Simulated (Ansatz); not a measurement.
TePb under changes of volume

One of the cells (33.730 Å³/atom); the others are scaled copies at fixed shape and fractional positions:

```
CELL_PARAMETERS angstrom
0.00000 3.23100 3.23100
3.23100 0.00000 3.23100
3.23100 3.23100 0.00000
ATOMIC_POSITIONS crystal
Pb 0.00000 0.00000 0.00000
Te 0.50000 0.50000 0.50000
```

| Property | Result |
| --- | --- |
| Program | Ansatz 0.2.0 |
| Functional | BHLYP |
| Potentials or basis | Ansatz PAW |
| Cutoff | 420 eV (not typed: the program's choice for these potentials) |
| k mesh | 4 × 4 × 4 |
| Occupations | fermi-dirac, width 0.05 eV |
| Spin | no spin polarisation |

```csv
volume (Å³/atom),energy over the lowest point (meV/atom),pressure (GPa),gap on the mesh (eV)
31.706,96.14,7.5,2.74
32.380,?,?,?
33.055,44.78,4.8,2.87
33.730,27.09,3.6,2.92
34.404,14.02,2.6,2.97
35.079,5.11,1.6,3.02
35.753,0.00,0.8,3.06
```

Task: What does the run at 32.380 Å³/atom give?

Result: Energy over the lowest point 67.61 meV/atom; pressure 6.1 GPa; gap on the mesh 2.80 eV.

Worked out: A Birch-Murnaghan fit of order 3 (a polynomial in V^(-2/3)) to the other rows has its minimum at 36.46 Å³/atom, just outside them, with B0 = V·E''(V) = 39 GPa and B' = 4.5. It gives 67.64 meV/atom at 32.380 Å³/atom, against the run's 67.61, and -dE/dV = 6.1 GPa, against 6.1. A parabola through the other rows of the gap, of slope 3.02 eV per unit of ln V (its deformation potential) there, gives 2.81 eV, against the run's 2.80.

Energies are extrapolated to zero smearing.

Caveats: some runs use coarse meshes; spin-orbit coupling is left out, which as a rule narrows the gap of such compounds by several tenths of an eV; the PAW data sets come from PBE, with cores solved anew for the run's functional, which leaves a small shift of forces and pressure; the thresholds are loose for stress.

A mesh can miss the band edges.
